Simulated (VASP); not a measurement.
# HfO2 (Pnma) in VASP: notebook, part 3 of 3

VASP 6.6.1. The steps go on from the part before.

**5. Core levels, LDA**

The input, INCAR:

```
PREC     = Accurate       # precision mode
ENCUT    = 520            # plane-wave cutoff, eV
EDIFF    = 1E-7           # SCF threshold, eV
ISMEAR   = 0              # smearing method
SIGMA    = 0.02           # smearing width, eV
LREAL    = F              # projectors in reciprocal space
LASPH    = T              # aspherical terms in the spheres
NELM     = 60             # most SCF steps
ALGO     = Normal         # electronic algorithm
ISIF     = 2              # what is computed and relaxed
LWAVE    = F              # write WAVECAR
LCHARG   = F              # write CHGCAR
GGA      = CA             # functional
ICORELEVEL= 1
```

The input, KPOINTS:

```
Automatic mesh
0
Gamma
  4 6 3
```

The input, POSCAR:

```
HfO2
1.0
    5.5563950000      0.0000000000      0.0000000000
    0.0000000000      3.3335970000      0.0000000000
    0.0000000000      0.0000000000      6.5049950000
Hf O
4 8
Direct
    0.7486820000      0.7500000000      0.6078710000
    0.2513180000      0.2500000000      0.3921290000
    0.2486820000      0.7500000000      0.8921290000
    0.7513180000      0.2500000000      0.1078710000
    0.6394990000      0.2500000000      0.4234000000
    0.3605010000      0.7500000000      0.5766000000
    0.1394990000      0.2500000000      0.0766000000
    0.8605010000      0.7500000000      0.9234000000
    0.5207940000      0.2500000000      0.8414530000
    0.4792060000      0.7500000000      0.1585470000
    0.0207940000      0.2500000000      0.6585470000
    0.9792060000      0.7500000000      0.3414530000
```

Potentials or basis: VASP PAW LDA potentials, release 64 (Hf_pv, O).

On the command line:

```
$ cat potpaw_LDA.64/Hf_pv/POTCAR potpaw_LDA.64/O/POTCAR > POTCAR
$ mpirun -np 1 vasp_std > vasp.out
```

OUTCAR:

```text
PREC = Accurate
   ENCUT = 520
   EDIFF = 1E-7
   ISMEAR = 0
   LREAL = F
   LASPH = T
   NELM = 60
   ISIF = 2
   GGA = CA

 ion  position               nearest neighbor table
   1  0.749  0.750  0.608-   5 2.14   5 2.14   8 2.14  12 2.16   6 2.17  11 2.27  11 2.27   9 2.59
                             9 2.59   3 3.34   3 3.34   2 3.52   2 3.52   2 3.54   2 3.54   4 3.65
   2  0.251  0.250  0.392-   6 2.14   6 2.14   7 2.14  11 2.16   5 2.17  12 2.27  12 2.27  10 2.59
                            10 2.59   4 3.34   4 3.34   1 3.52   1 3.52   1 3.54   1 3.54   3 3.65
[... 532 lines left out ...]
 VOLUME and BASIS-vectors are now :
 -----------------------------------------------------------------------------
  energy-cutoff  :      520.00
  volume of cell :      120.49
      direct lattice vectors                 reciprocal lattice vectors
     5.556395000  0.000000000  0.000000000     0.179972806  0.000000000  0.000000000
     0.000000000  3.333597000  0.000000000     0.000000000  0.299976272  0.000000000
     0.000000000  0.000000000  6.504995000     0.000000000  0.000000000  0.153728020

 POSITION                                       TOTAL-FORCE (eV/Angst)
 -----------------------------------------------------------------------------------
      4.15997      2.50020      3.95420        -0.016983     -0.000000     -0.088659
      1.39642      0.83340      2.55080         0.016983     -0.000000      0.088659
      1.38178      2.50020      5.80329        -0.016983     -0.000000      0.088659
      4.17462      0.83340      0.70170         0.016983      0.000000     -0.088659
      3.55331      0.83340      2.75421        -0.031004     -0.000000      0.021704
      2.00309      2.50020      3.75078         0.031004      0.000000     -0.021704
      0.77511      0.83340      0.49828        -0.031004      0.000000     -0.021704
      4.78128      2.50020      6.00671         0.031004     -0.000000      0.021704
      2.89374      0.83340      5.47365        -0.024078     -0.000000      0.174799
      2.66266      2.50020      1.03135         0.024078      0.000000     -0.174799
      0.11554      0.83340      4.28384        -0.024078     -0.000000     -0.174799
      5.44086      2.50020      2.22115         0.024078      0.000000      0.174799
 -----------------------------------------------------------------------------------
    total drift:                                0.000000      0.000000      0.000000

  FREE ENERGIE OF THE ION-ELECTRON SYSTEM (eV)
  ---------------------------------------------------
  free  energy   TOTEN  =      -131.7799730203 eV

  energy  without entropy=     -131.7799730203  energy(sigma->0) =     -131.77997302
```

stdout:

```text
POSCAR found type information on POSCAR HfO
 POSCAR found :  2 types and      12 ions
 scaLAPACK will be used
 LDA part: xc-table for (Slater(with rela. corr.)+CA(PZ))
 , standard interpolation
 POSCAR, INCAR and KPOINTS ok, starting setup
 FFT: planning ... GRIDC
 FFT: planning ... GRID_SOFT
 FFT: planning ... GRID
 WAVECAR not read
 entering main loop
```

Run time: 1.7 min. Hardware: 1 thread of AMD EPYC 9R45 (Zen 5), shared host; peak memory 0.22 GiB.

What came out:

- Free energy: -131.7800 eV
- Pressure: -15.9 GPa
- Largest force: 0.176 eV/Å
- Band gap on the k mesh: 3.25 eV, direct

Forces in eV/Å, atoms in the order of the input:
```
Hf  -0.017  0.000 -0.089
Hf   0.017  0.000  0.089
Hf  -0.017  0.000  0.089
Hf   0.017  0.000 -0.089
O   -0.031  0.000  0.022
O    0.031  0.000 -0.022
O   -0.031  0.000 -0.022
O    0.031  0.000  0.022
O   -0.024  0.000  0.175
O    0.024  0.000 -0.175
O   -0.024  0.000 -0.175
O    0.024  0.000  0.175
```

Stress tensor (GPa, compression positive):
```
-15.83   0.00   0.00
  0.00 -16.00   0.00
  0.00   0.00 -15.92
```

Levels at points of the mesh, in eV from the valence-band top:
```csv
k point,band 40,band 41,band 42,band 43,band 44,band 45,band 46,band 47,band 48,band 49
"(0.00, 0.00, 0.00)",-0.87,-0.83,-0.34,-0.05,0.00,3.25,4.18,4.28,4.78,5.47
"(0.50, 0.00, 0.00)",-0.98,-0.83,-0.83,-0.35,-0.35,4.09,4.09,5.30,5.30,5.48
"(0.00, 0.50, 0.00)",-1.54,-0.80,-0.80,-0.70,-0.70,4.99,4.99,5.82,5.82,5.87
"(0.50, 0.50, 0.00)",-1.24,-0.73,-0.73,-0.73,-0.73,5.52,5.52,5.52,5.52,6.50
```

Core levels (eV, on the scale of the bands):
```
atom                                                                                                                        levels
1 Hf  1s -64808.2, 2s -11087.0, 2p -9748.8, 3s -2518.9, 3p -2118.2, 3d -1642.0, 4s -498.1, 4p -366.3, 4d -195.5, 4f -6.5, 5s -55.9
2 Hf  1s -64808.2, 2s -11087.0, 2p -9748.8, 3s -2518.9, 3p -2118.2, 3d -1642.0, 4s -498.1, 4p -366.3, 4d -195.5, 4f -6.5, 5s -55.9
3 Hf  1s -64808.2, 2s -11087.0, 2p -9748.8, 3s -2518.9, 3p -2118.2, 3d -1642.0, 4s -498.1, 4p -366.3, 4d -195.5, 4f -6.5, 5s -55.9
4 Hf  1s -64808.2, 2s -11087.0, 2p -9748.8, 3s -2518.9, 3p -2118.2, 3d -1642.0, 4s -498.1, 4p -366.3, 4d -195.5, 4f -6.5, 5s -55.9
 5 O                                                                                                                     1s -495.1
 6 O                                                                                                                     1s -495.1
```

Caveat: so large a pressure means that the cell lies far from this level's equilibrium, or that cutoff or potentials fall short; spin-orbit coupling is left out, which moves the levels of the heavy elements; an odd mesh through Γ misses points on the zone boundary, where band edges often lie.

**6. Band structure, LDA**

POSCAR is that of step 5.

The input, INCAR.step1:

```
ALGO = Normal
EDIFF = 1E-6
ENCUT = 520
GGA = CA
ISIF = 2
ISMEAR = -1
LASPH = True
LCHARG = True
LMAXMIX = 4
LREAL = False
LWAVE = False
NBANDS = 56
NELM = 60
PREC = Accurate
SIGMA = 0.05
```

The input, KPOINTS.step1:

```
k-points
0
Gamma
  4 6 3
```

The input, INCAR.step2:

```
ALGO = Normal
EDIFF = 1E-6
ENCUT = 520
GGA = CA
ICHARG = 11
ISIF = 2
ISMEAR = 0
LASPH = True
LCHARG = False
LMAXMIX = 4
LREAL = False
LWAVE = False
NBANDS = 56
NELM = 60
PREC = Accurate
SIGMA = 0.05
```

The input, KPOINTS.step2:

```
path GXSYGZURTZ,YT,UX,SR
10
line-mode
reciprocal
 0.0000000000  0.0000000000  0.0000000000  G
 0.0000000000 -0.5000000000  0.0000000000  X

 0.0000000000 -0.5000000000  0.0000000000  X
-0.5000000000 -0.5000000000  0.0000000000  S

-0.5000000000 -0.5000000000  0.0000000000  S
-0.5000000000  0.0000000000  0.0000000000  Y

-0.5000000000  0.0000000000  0.0000000000  Y
 0.0000000000  0.0000000000  0.0000000000  G

 0.0000000000  0.0000000000  0.0000000000  G
 0.0000000000  0.0000000000 -0.5000000000  Z

 0.0000000000  0.0000000000 -0.5000000000  Z
 0.0000000000 -0.5000000000 -0.5000000000  U

 0.0000000000 -0.5000000000 -0.5000000000  U
-0.5000000000 -0.5000000000 -0.5000000000  R

-0.5000000000 -0.5000000000 -0.5000000000  R
-0.5000000000  0.0000000000 -0.5000000000  T

-0.5000000000  0.0000000000 -0.5000000000  T
 0.0000000000  0.0000000000 -0.5000000000  Z

-0.5000000000  0.0000000000  0.0000000000  Y
-0.5000000000  0.0000000000 -0.5000000000  T

 0.0000000000 -0.5000000000 -0.5000000000  U
 0.0000000000 -0.5000000000  0.0000000000  X

-0.5000000000 -0.5000000000  0.0000000000  S
-0.5000000000 -0.5000000000 -0.5000000000  R
```

Potentials or basis: VASP PAW LDA potentials, release 64 (Hf_pv, O).

On the command line:

```
$ cat potpaw_LDA.64/Hf_pv/POTCAR potpaw_LDA.64/O/POTCAR > POTCAR
$ cp INCAR.step1 INCAR
$ cp KPOINTS.step1 KPOINTS
$ mpirun -np 1 vasp_std > vasp.out
$ cp INCAR.step2 INCAR
$ cp KPOINTS.step2 KPOINTS
$ mpirun -np 1 vasp_std > vasp.out
```

Wall time 11 min (1 thread of Intel Xeon Platinum 8259CL at 2.50GHz (Skylake/Cascade Lake), shared host); peak memory 0.59 GiB.

It converged, with:

```
Band gap on the k mesh  : 3.25 eV, direct
Band gap along the path : 3.25 eV, direct
```

Levels at the corners of the path, in eV from the valence-band top:
```
point  band 40  band 41  band 42  band 43  band 44  band 45  band 46  band 47  band 48  band 49
    Γ    -0.87    -0.83    -0.34    -0.05     0.00     3.25     4.18     4.28     4.78     5.47
    X    -1.54    -0.80    -0.80    -0.70    -0.70     4.99     4.99     5.82     5.82     5.87
    X    -1.54    -0.80    -0.80    -0.70    -0.70     4.99     4.99     5.82     5.82     5.87
    S    -1.24    -0.73    -0.73    -0.73    -0.73     5.52     5.52     5.52     5.52     6.50
    S    -1.24    -0.73    -0.73    -0.73    -0.73     5.52     5.52     5.52     5.52     6.50
    Y    -0.98    -0.83    -0.83    -0.35    -0.35     4.09     4.09     5.30     5.30     5.48
    Y    -0.98    -0.83    -0.83    -0.35    -0.35     4.09     4.09     5.30     5.30     5.48
    Γ    -0.87    -0.83    -0.34    -0.05     0.00     3.25     4.18     4.28     4.78     5.47
    Γ    -0.87    -0.83    -0.34    -0.05     0.00     3.25     4.18     4.28     4.78     5.47
    Z    -1.33    -0.58    -0.58    -0.40    -0.40     4.13     4.13     4.87     4.87     5.10
    Z    -1.33    -0.58    -0.58    -0.40    -0.40     4.13     4.13     4.87     4.87     5.10
    U    -1.12    -0.91    -0.91    -0.82    -0.82     4.93     4.93     6.03     6.03     6.11
    U    -1.12    -0.91    -0.91    -0.82    -0.82     4.93     4.93     6.03     6.03     6.11
    R    -1.28    -0.75    -0.75    -0.75    -0.75     5.67     5.67     5.67     5.67     6.09
    R    -1.28    -0.75    -0.75    -0.75    -0.75     5.67     5.67     5.67     5.67     6.09
    T    -1.03    -0.87    -0.87    -0.43    -0.43     4.93     4.93     4.94     4.94     5.29
    T    -1.03    -0.87    -0.87    -0.43    -0.43     4.93     4.93     4.94     4.94     5.29
    Z    -1.33    -0.58    -0.58    -0.40    -0.40     4.13     4.13     4.87     4.87     5.10
    Y    -0.98    -0.83    -0.83    -0.35    -0.35     4.09     4.09     5.30     5.30     5.48
    T    -1.03    -0.87    -0.87    -0.43    -0.43     4.93     4.93     4.94     4.94     5.29
    U    -1.12    -0.91    -0.91    -0.82    -0.82     4.93     4.93     6.03     6.03     6.11
    X    -1.54    -0.80    -0.80    -0.70    -0.70     4.99     4.99     5.82     5.82     5.87
    S    -1.24    -0.73    -0.73    -0.73    -0.73     5.52     5.52     5.52     5.52     6.50
    R    -1.28    -0.75    -0.75    -0.75    -0.75     5.67     5.67     5.67     5.67     6.09
```

Caveat: the log is that of the step along the path at fixed density, whose energy, stress, charges and moments have no meaning; spin-orbit coupling is left out, which moves the levels of the heavy elements. Expect the measured gap to be larger: semilocal functionals such as LDA lack the derivative discontinuity.

**7. The reference run**

An earlier run on the cell as given: functional PBE; potentials or basis VASP PAW PBE potentials, release 64 (Hf_pv, O); cutoff 520 eV; k mesh 5 × 8 × 4; occupations fermi-dirac, width 0.05 eV; no spin polarisation.

* Pressure: -0.4 GPa
* Largest force: 0.013 eV/Å
* Band gap on the k mesh: 3.40 eV, direct

**8. Summary**

| task | level | potentials or basis | k mesh | smearing | k mesh for the DOS | occupations for the DOS | gap on the mesh (eV) | pressure (GPa) | largest force (eV/Å) |
| --- | --- | --- | --- | --- | --- | --- | --- | --- | --- |
| optical spectrum | LDA | VASP PAW LDA potentials, release 64 (Hf_pv, O) | 4 × 6 × 3 | gaussian 0.02 eV | - | - | 3.25 | -15.9 | 0.18 |
| density of states | LDA | VASP PAW LDA potentials, release 64 (Hf_pv, O) | 4 × 6 × 3 | gaussian 0.02 eV | 6 × 9 × 5 | tetrahedron | - | - | - |
| electric field gradients | LDA | VASP PAW LDA potentials, release 64 (Hf_pv, O) | 4 × 6 × 3 | gaussian 0.02 eV | - | - | 3.25 | -15.9 | 0.18 |
| core levels | LDA | VASP PAW LDA potentials, release 64 (Hf_pv, O) | 4 × 6 × 3 | gaussian 0.02 eV | - | - | 3.25 | -15.9 | 0.18 |
| band structure | LDA | VASP PAW LDA potentials, release 64 (Hf_pv, O) | 4 × 6 × 3 | fermi-dirac 0.05 eV | - | - | 3.25 | - | - |
| single point | PBE | VASP PAW PBE potentials, release 64 (Hf_pv, O) | 5 × 8 × 4 | fermi-dirac 0.05 eV | - | - | 3.40 | -0.4 | 0.01 |

Alike in all rows: no spin polarisation; cell as given; cutoff (eV) 520.

Caveats: spin-orbit coupling is left out, which moves the levels of the heavy elements (some runs); an odd mesh through Γ misses points on the zone boundary, where band edges often lie (some runs); so large a pressure means that the cell lies far from this level's equilibrium, or that cutoff or potentials fall short (some runs); spectra need much finer meshes, so this one isn't converged (some runs); independent-particle spectra lack excitons (some runs).

Absolute energies hang on the potentials; compare differences alone.
